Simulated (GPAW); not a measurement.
# SiC (Moissanite) (P6_3mc) in GPAW: convergence with k mesh

Aim: find how far k mesh must go before the results for SiC (Moissanite) settle, at PBE. This setting moves, with any that are tied to it; all else stays.

Everything below comes from runs of GPAW 26.7.0. Logs are shortened: lines on timing, memory, paths and dates and some standing lists are left out, and cuts for length are marked. The log counts tension as positive stress, the text compression.

**1. The crystal as given**

It takes space group P6_3mc (No. 186, hexagonal). The conventional cell has a = 3.076 Å, b = 3.076 Å, c = 5.048 Å, α = 90.00°, β = 90.00°, γ = 120.00°. Around Si (site symmetry 3m) lie 4 C at 1.87 to 1.94 Å. Around C (site symmetry 3m) lie 4 Si at 1.87 to 1.94 Å.

**2. With k mesh 3 × 3 × 2**

run.py

```python
import json
import numpy as np
from ase import Atoms
from ase.dft.bandgap import bandgap
from ase.io import write
from gpaw import GPAW, PW
from gpaw.response.g0w0 import G0W0

atoms = Atoms(['Si', 'Si', 'C', 'C'],
              cell=[[3.076, 0.0, 0.0],
                    [-1.538, 2.663894142, 0.0],
                    [0.0, 0.0, 5.048]],
              scaled_positions=[[0.6666666667, 0.3333333333, 0.5],
                                [0.3333333333, 0.6666666667, 0.0],
                                [0.6666666667, 0.3333333333, 0.885],
                                [0.3333333333, 0.6666666667, 0.385]],
              pbc=True)

calc = GPAW(mode=PW(650),
            xc='PBE',
            kpts={'size': (3, 3, 2), 'gamma': True},
            occupations={'name': 'fermi-dirac', 'width': 0.001},
            nbands=18,
            convergence={'density': 1e-06},
            maxiter=150,
            txt='gpaw.txt')
atoms.calc = calc
energy = atoms.get_potential_energy()
calc.write('gs.gpw')
write('result.traj', atoms)
print(f'Energy: {energy:.6f} eV')
print('Fermi level:', round(calc.get_fermi_level(), 4), 'eV')
print(f'Gap: {bandgap(calc)[0]:.4f} eV, direct: {bandgap(calc, direct=True)[0]:.4f} eV')

calc.diagonalize_full_hamiltonian(nbands=71)
calc.write('full.gpw', mode='all')

ibz = calc.get_ibz_k_points()
gap, vbm, cbm = bandgap(calc, output=None)
gap, direct, _ = bandgap(calc, direct=True, output=None)
gamma = int(np.abs(ibz).sum(1).argmin())
kpts = sorted({gamma, vbm[1], cbm[1], direct[1]})
gw = G0W0(calc='full.gpw',
          filename='gw',
          ecut=80,
          ecut_extrapolation=False,
          relbands=(-1, 1),
          kpts=kpts,
          integrate_gamma='sphere',
          nbands=67,
          ppa=True)
gw.calculate()
results = {mode: {key: np.asarray(r[key]).tolist() for key in ['f', 'eps', 'vxc', 'exx', 'sigma', 'Z', 'qp', 'sigma_eskn']}
           for mode, r in gw.all_results.items()}
json.dump({'kpts': ibz[kpts].tolist(), 'results': results}, open('gw.json', 'w'))
for mode, r in results.items():
    f, qp = np.array(r['f']), np.array(r['qp'])
    print(mode, 'quasiparticle energies (eV):')
    print(qp.round(3))
    print(mode, 'gap:', round(qp[f < 0.5].min() - qp[f > 0.5].max(), 4), 'eV')
```

Potentials or basis: GPAW PAW data sets (gpaw-data 1.2.1), pw.

Launch:

```
$ OMP_NUM_THREADS=1 python run.py
```

gpaw.txt:

```text
__  _  _
 | _ |_)|_||  |
 |__||  | ||/\| - 26.7.0

Input parameters:
  mode=PW(ecut=650.0),
  convergence={'density': 1e-06},
  kpts=MonkhorstPack(size=(3, 3, 2), gamma=True),
  maxiter=150,
  nbands=18,
  occupations=Occupations(name='fermi-dirac', width=0.001),
  xc=XC(name='PBE')

Diagonalizing LCAO Hamiltonian
Converting LCAO to pw mode

           C

           Si
        C

        Si

Atoms  # Å, Bohr magnetons
|   | symbol |         x |        y |        z |    initial magnetic moments |
|---|--------|-----------|----------|----------|-----------------------------|
| 0 |     Si |  1.538000 | 0.887965 | 2.524000 | ( 0.0000,  0.0000,  0.0000) |
| 1 |     Si | -0.000000 | 1.775929 | 0.000000 | ( 0.0000,  0.0000,  0.0000) |
| 2 |      C |  1.538000 | 0.887965 | 4.467480 | ( 0.0000,  0.0000,  0.0000) |
| 3 |      C | -0.000000 | 1.775929 | 1.943480 | ( 0.0000,  0.0000,  0.0000) |

Unit cell  # Å
| periodic |         x |        y |        z |  lengths |     angles |
|----------|-----------|----------|----------|----------|------------|
|      yes |  3.076000 | 0.000000 | 0.000000 | 3.076000 |  90.000000 |
|      yes | -1.538000 | 2.663894 | 0.000000 | 3.076000 |  90.000000 |
|      yes |  0.000000 | 0.000000 | 5.048000 | 5.048000 | 120.000000 |

Number of symmetries: 6
Symmetry operations  # r_c * U_cc + t_c -> r_c
|   | kind |            matrix            |
|---|------|------------------------------|
| 0 |  σ   |  1, 1, 0,  0,-1, 0,  0, 0, 1 |
| 1 |  E   |  1, 0, 0,  0, 1, 0,  0, 0, 1 |
| 2 |  C3  |  0, 1, 0, -1,-1, 0,  0, 0, 1 |
| 3 |  σ   |  0,-1, 0, -1, 0, 0,  0, 0, 1 |
| 4 |  σ   | -1, 0, 0,  1, 1, 0,  0, 0, 1 |
| 5 |  C3  | -1,-1, 0,  1, 0, 0,  0, 0, 1 |

BZ-sampling:
  Number of BZ points: 18
  Number of IBZ points: 6

  Monkhorst-Pack size: [3, 3, 2]
  Monkhorst-Pack shift: [0.0, 0.0, 0.25]

K-points  # in reciprocal-cell coordinates
|   |                                coordinates |     weight |
|---|--------------------------------------------|------------|
| 0 | (  0.00000000,   0.00000000,   0.00000000) | 0.05555556 |
| 1 | (  0.00000000,   0.00000000,   0.50000000) | 0.05555556 |
| 2 | (  0.33333333,   0.00000000,   0.00000000) | 0.33333333 |
| 3 | (  0.33333333,   0.00000000,   0.50000000) | 0.33333333 |
| 4 | (  0.33333333,   0.33333333,   0.00000000) | 0.11111111 |
| 5 | (  0.33333333,   0.33333333,   0.50000000) | 0.11111111 |

Plane wave coefficients: 1566
Cutoff: 650.0 eV

Spin-components: 1 (collinear spins)
Bands:           18
Projectors:      20
Spin-degeneracy: 2
Datatype:        complex128

Density:
  Valence electrons: 16.0
  Components: 1
  Grid points: [20 20 30]
  Charge: 0.0  # |e|

Potential:
  Grid points: [20 20 30]

species:
  Si:
    name:    Silicon
    Z:       14.0
    valence: 4
    core:    10
    charge:  0.0  # [|e|]
    compensation charges:
      type: gauss
      rc: 0.33  # [Å]
      lmax: 2
    cutoffs:
      filter: 1.86  # [Å]
      core: 2.06  # [Å]
    projectors
    | kind |    occ | energy [eV] | rcut [Å] |
    |------|--------|-------------|----------|
    |   3s |  2.000 |     -10.812 |    1.058 |
    |   3p |  2.000 |      -4.081 |    1.058 |
    |    s |        |      16.399 |    1.058 |
    |    p |        |      23.130 |    1.058 |
    |    d |        |       0.000 |    1.058 |

    Using partial waves for Si as LCAO basis

  C:
    name:    Carbon
    Z:       6.0
    valence: 4
    core:    2
    charge:  0.0  # [|e|]
    compensation charges:
      type: gauss
      rc: 0.20  # [Å]
      lmax: 2
    cutoffs:
      filter: 1.14  # [Å]
      core: 1.14  # [Å]
    projectors
    | kind |    occ | energy [eV] | rcut [Å] |
    |------|--------|-------------|----------|
    |   2s |  2.000 |     -13.751 |    0.635 |
    |   2p |  2.000 |      -5.284 |    0.635 |
    |    s |        |      13.461 |    0.635 |
    |    p |        |      21.927 |    0.635 |
    |    d |        |       0.000 |    0.635 |

    Using partial waves for C as LCAO basis

Reference energy: -17827.944731  # eV

eigensolver:
  PPCG
  Converge bands: occupied
  niter=2

density mixing:
  MSR1-Mixer
  Pratt-step length: 0.05
  Maximum mixing coefficient: 0.75
  Old densities: 10
  SVD Regularization: 0.005
  Good broyden scale: 1.0
  Trust region scale: 1.0
  Backstep threshold: 4.0
  History deletion threshold: 6.0
  Fourier metric: weight=20.0, sigma=0.015

occupation numbers:
  Fermi-Dirac:
    width: 0.0010  # eV

poisson solver:
  ecut: 5200.0  # eV

xc functional:
  name: PBE with 2 nearest neighbor stencil

convergence criteria:
- Maximum integral of absolute [dens]ity change: 1e-06 electrons / valence electron
- Maximum [total energy] change in last 3 cyles: 0.0005 eV / valence electron
- Maximum integral of absolute [eigenst]ate change: 4e-08 eV^2 / valence electron
maximum number of iterations: 150

SCF iterations
|iter     | |      energy | eigst |  dens |
|---------|-|-------------|-------|-------|
|iter:   1| |  -32.878854 | -0.14 |       |
|iter:   2| |  -32.084400 | -2.19 | -0.55 |
|iter:   3| |  -29.385880 | -0.76 | -0.60 |
|iter:   4| |  -29.396738 | -2.74 | -1.29 |
|iter:   5| |  -29.403797 | -3.40 | -1.67 |
|iter:   6| |  -29.403959c| -5.28 | -2.64 |
|iter:   7| |  -29.403969c| -6.46 | -3.25 |
|iter:   8| |  -29.403969c| -7.71c| -4.01 |
|iter:   9| |  -29.403969c| -8.59c| -4.32 |
|iter:  10| |  -29.403969c| -8.62c| -5.15 |
|iter:  11| |  -29.403969c| -9.36c| -5.52 |
|iter:  12| |  -29.403969c|-10.13c| -5.99 |
|iter:  13| |  -29.403969c|-11.20c| -6.63c|

Converged in 13 steps
Energy contributions relative to reference atoms: (reference = -17827.944731)

Energy contributions:
  Kinetic:          32.662909
  Coulomb:         -26.623522
  Zero:             -0.028794
  External:          0.000000
  Xc:              -35.414562
  Entropy:          -0.000000
  Spinorbit:         0.000000
  ----------------------------
  Free energy:     -29.403969
  Extrapolated:    -29.403969

dipole moment: (-0.000001, -0.000002, -8.922005)  # |e|*Ang

Fermi level: 10.256
Eigenvalues  # (at kpt = [0.000, 0.000, 0.000])
| band index |      eig [eV] | occ [0-2] |
|------------|---------------|-----------|
|          0 |        -7.139 |     2.000 |
|          1 |        -3.618 |     2.000 |
|          2 |        -0.118 |     2.000 |
|          3 |         7.065 |     2.000 |
|          4 |         7.065 |     2.000 |
|          5 |         8.361 |     2.000 |
[... 8 lines left out ...]
|         14 |        17.263 |     0.000 |
|         15 |        19.938 |     0.000 |
|        ... |               |           |
|         17 |        19.995 |     0.000 |

Gap: 2.249 eV
Transition (v -> c):
  (s=0, k=0, n=7, [0.00, 0.00, 0.00]) -> (s=0, k=4, n=8, [0.33, 0.33, 0.00])
Direct/indirect transitions are different
Direct gap: 4.334 eV
Transition at: (s=0, k=2, n=7, [0.33, 0.00, 0.00])
# Writing to gs.gpw (mode='')

Matrix size: 1566x1566
# Writing to full.gpw (mode='all')
```

gw.w.txt:

```text
FrequencyGridDescriptor(from 0.000+0.000j to 0.000+27.211j eV, 2 points)
FrequencyGridDescriptor(from 0.000+0.000j to 0.000+27.211j eV, 2 points)

BZ k-points: Symmetries present (total): 6

18 k-points: 3 x 3 x 2 Monkhorst-Pack grid + [0.000000,0.000000,1/4]
6 k-points in the irreducible part of the Brillouin zone
       k-points in crystal coordinates                weights
[... 123 lines left out ...]
band       f     eps     vxc     exx   sigma  dsigma       Z      qp
                                                                   GW
   7   1.000   8.632 -15.622 -17.862   2.150  -0.238   0.808   8.559
   8   0.000  13.212 -14.531  -8.925  -4.461  -0.226   0.816  14.146
[... 7 lines left out ...]
k-point 2 (4): (0.333, 0.333, 0.000)                GW
band       f     eps     vxc     exx   sigma  dsigma       Z      qp
                                                                   GW
   7   1.000   4.556 -14.063 -17.835   2.981  -0.257   0.796   3.927
   8   0.000  10.881 -10.436  -5.999  -3.942  -0.201   0.833  11.294
```

Run time: 43 s. Hardware: 1 thread of Arm Neoverse V1, shared host; peak memory 0.37 GiB.

Results:

```
Free energy                              : -29.4040 eV
Band gap on the k mesh, mean-field level : 2.25 eV, indirect (least direct gap 4.33 eV)
Quasiparticle gap                        : 2.73 eV
Least direct quasiparticle gap           : 5.30 eV
```

**3. With k mesh 4 × 4 × 2**

run.py: that of step 2 with these lines changed.

```diff
@@ -20,3 +20,3 @@
             xc='PBE',
-            kpts={'size': (3, 3, 2), 'gamma': True},
+            kpts={'size': (4, 4, 2), 'gamma': True},
             occupations={'name': 'fermi-dirac', 'width': 0.001},
```

Potentials or basis: GPAW PAW data sets (gpaw-data 1.2.1), pw.

Launch:

```
$ OMP_NUM_THREADS=1 python run.py
```

Run time: 60 s. Hardware: 1 thread of Arm Neoverse V1, shared host; peak memory 0.37 GiB.

Results (log left out):

* Free energy: -29.7759 eV
* Band gap on the k mesh, mean-field level: 2.56 eV, indirect (least direct gap 4.05 eV)
* Quasiparticle gap: 3.35 eV
* Least direct quasiparticle gap: 5.05 eV

**4. With k mesh 5 × 5 × 3**

run.py: that of step 3 with these lines changed.

```diff
@@ -20,3 +20,3 @@
             xc='PBE',
-            kpts={'size': (4, 4, 2), 'gamma': True},
+            kpts={'size': (5, 5, 3), 'gamma': True},
             occupations={'name': 'fermi-dirac', 'width': 0.001},
```

Launch:

```
$ OMP_NUM_THREADS=1 python run.py
```

It took 2.1 min on 1 thread of Arm Neoverse V1, shared host; peak memory 0.4 GiB.

It converged, with:

```
Free energy                              : -29.8534 eV
Band gap on the k mesh, mean-field level : 2.79 eV, indirect (least direct gap 4.18 eV)
Quasiparticle gap                        : 3.62 eV
Least direct quasiparticle gap           : 5.17 eV
```

**5. With k mesh 6 × 6 × 3**

run.py: that of step 4 with these lines changed.

```diff
@@ -20,3 +20,3 @@
             xc='PBE',
-            kpts={'size': (5, 5, 3), 'gamma': True},
+            kpts={'size': (6, 6, 3), 'gamma': True},
             occupations={'name': 'fermi-dirac', 'width': 0.001},
```

Launch:

```
$ OMP_NUM_THREADS=1 python run.py
```

Run time: 3.6 min. Hardware: 1 thread of Arm Neoverse V1, shared host; peak memory 0.48 GiB.

Results (log left out):

- Free energy: -29.8776 eV
- Band gap on the k mesh, mean-field level: 2.31 eV, indirect (least direct gap 4.07 eV)
- Quasiparticle gap: 2.95 eV
- Least direct quasiparticle gap: 5.04 eV

**6. With k mesh 7 × 7 × 4**

run.py: that of step 5 with these lines changed.

```diff
@@ -20,3 +20,3 @@
             xc='PBE',
-            kpts={'size': (6, 6, 3), 'gamma': True},
+            kpts={'size': (7, 7, 4), 'gamma': True},
             occupations={'name': 'fermi-dirac', 'width': 0.001},
```

Potentials or basis: GPAW PAW data sets (gpaw-data 1.2.1), pw.

Launch:

```
$ OMP_NUM_THREADS=1 python run.py
```

Wall time 8.8 min (1 thread of Arm Neoverse V1, shared host); peak memory 0.65 GiB.

It converged, with:

* Free energy: -29.8921 eV
* Band gap on the k mesh, mean-field level: 2.63 eV, indirect (least direct gap 4.13 eV)
* Quasiparticle gap: 3.31 eV
* Least direct quasiparticle gap: 5.09 eV

**7. Result**

| k mesh | energy less the tightest run, at zero smearing (meV/atom) | gap on the mesh (eV) | quasiparticle gap at the points computed (eV) | SCF cycles | CPU time (s) | peak memory (GiB) |
| --- | --- | --- | --- | --- | --- | --- |
| 3 × 3 × 2 | 122.03 | 2.249 | 2.735 | 13 | 43 | 0.37 |
| 4 × 4 × 2 | 29.04 | 2.560 | 3.346 | 12 | 60 | 0.37 |
| 5 × 5 × 3 | 9.66 | 2.794 | 3.616 | 12 | 130 | 0.4 |
| 6 × 6 × 3 | 3.62 | 2.310 | 2.955 | 12 | 220 | 0.48 |
| 7 × 7 × 4 | 0.00 | 2.626 | 3.306 | 12 | 530 | 0.65 |

Not settled before the last step: the energy (to 1 meV/atom), the gap on the mesh (to 0.01 eV), the quasiparticle gap at the points computed (to 0.05 eV). Meshes of other sizes hit other points, so gaps and Fermi surfaces needn't settle smoothly. The tightest run that finished is the yardstick and may itself not be fully converged.

Caveats: the quasiparticle gap is taken among the few k points that were corrected; the long-wavelength limit can be off by a per cent or two; an odd mesh through Γ misses points on the zone boundary, where band edges often lie.
